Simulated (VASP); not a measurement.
Set up this calculation in VASP 6.6.1, as the native input.

```yaml
Task: band structure
Functional: PW91
Potentials_or_basis: VASP PAW PBE potentials, release 64 (Li_sv)
Cutoff: 520 eV
k_mesh: 5 × 5 × 9
Occupations: fermi-dirac, width 0.05 eV
Spin: no spin polarisation
Further_INCAR_settings: ALGO = Normal; EDIFF = 1e-07; NBANDS = 12
```

The structure of Li lies in POSCAR:

```
Li
1.0
    5.3344400000      0.0000000000      0.0000000000
    0.0000000000      5.3344400000      0.0000000000
    0.0000000000      0.0000000000      2.8026500000
Li
3
Direct
    0.5000000000      0.0000000000      0.5000000000
    0.0000000000      0.5000000000      0.5000000000
    0.5000000000      0.5000000000      0.5000000000
```

The cell was built by a generator and needn't be a form met in nature.

One way to write it, as run:

INCAR

```
SYSTEM = Li
PREC = Accurate
ENCUT = 520
EDIFF = 1E-7
ISMEAR = -1
SIGMA = 0.05
LREAL = .False.
LASPH = .True.
NELM = 100
ALGO = Normal
ISIF = 2
LWAVE = .False.
LCHARG = .False.
GGA = 91
NBANDS = 12
```

KPOINTS

```
Automatic mesh
0
Gamma
  5 5 9
  0 0 0
```

KPOINTS_OPT

```
path GXMGZRAZ,XR,MA
15
line-mode
reciprocal
 0.0000000000  0.0000000000  0.0000000000  G
 0.0000000000  0.5000000000  0.0000000000  X

 0.0000000000  0.5000000000  0.0000000000  X
 0.5000000000  0.5000000000  0.0000000000  M

 0.5000000000  0.5000000000  0.0000000000  M
 0.0000000000  0.0000000000  0.0000000000  G

 0.0000000000  0.0000000000  0.0000000000  G
 0.0000000000  0.0000000000  0.5000000000  Z

 0.0000000000  0.0000000000  0.5000000000  Z
 0.0000000000  0.5000000000  0.5000000000  R

 0.0000000000  0.5000000000  0.5000000000  R
 0.5000000000  0.5000000000  0.5000000000  A

 0.5000000000  0.5000000000  0.5000000000  A
 0.0000000000  0.0000000000  0.5000000000  Z

 0.0000000000  0.5000000000  0.0000000000  X
 0.0000000000  0.5000000000  0.5000000000  R

 0.5000000000  0.5000000000  0.0000000000  M
 0.5000000000  0.5000000000  0.5000000000  A
```

Potentials or basis: VASP PAW PBE potentials, release 64 (Li_sv).

Run with:

```sh
$ cat potpaw_PBE.64/Li_sv/POTCAR > POTCAR
$ mpirun -np 1 vasp_std > vasp.out
```

Results of the run:

The band gap along the path is none (metal or under the smearing width).

Wall time 46 s on 1 thread of AMD EPYC 9R45 96-Core Processor (Zen 5) (shared host), peak memory 0.15 GiB.
